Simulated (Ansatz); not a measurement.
Wires are cut from relaxed bulk AlN (F-43m, not its usual structure, 10.67 Å³/atom, gap on the mesh 3.31 eV); atoms and period are relaxed, and energies count from that bulk.

Theory: DFT PBE, scalar-relativistic, plane waves, PAW in Ansatz 0.2.0.

Cutoff 420 eV, Gaussian smearing of 0.05 eV, energies at zero smearing, symmetry of each start kept, collinear spin where a moment is listed.

| start | atoms | k mesh | excess energy (eV per host atom) | line energy (eV/Å) | period (Å) | gap on the mesh (eV) | size of the moment (μB per cell) |
| --- | --- | --- | --- | --- | --- | --- | --- |
| [001] wire, 16 host atoms a period | 16 | 1×1×8 | 1.192 | 4.377 | 4.356 | 0.15 | 0.00 |
| [001] wire, 24 host atoms a period* | 24 | 1×1×8 | 1.053 | 5.115 | 4.942 | 0.87 | 0.00 |

* ends far from its start.

Gaps under about 0.2 eV rest on few k points and may close between them. Each run keeps its start's symmetry and one magnetic start, so lower states can exist.

Cost: 2 runs of about 2.2 core-hours in all, on AMD EPYC 7R43 (Zen 3) (shared hosts).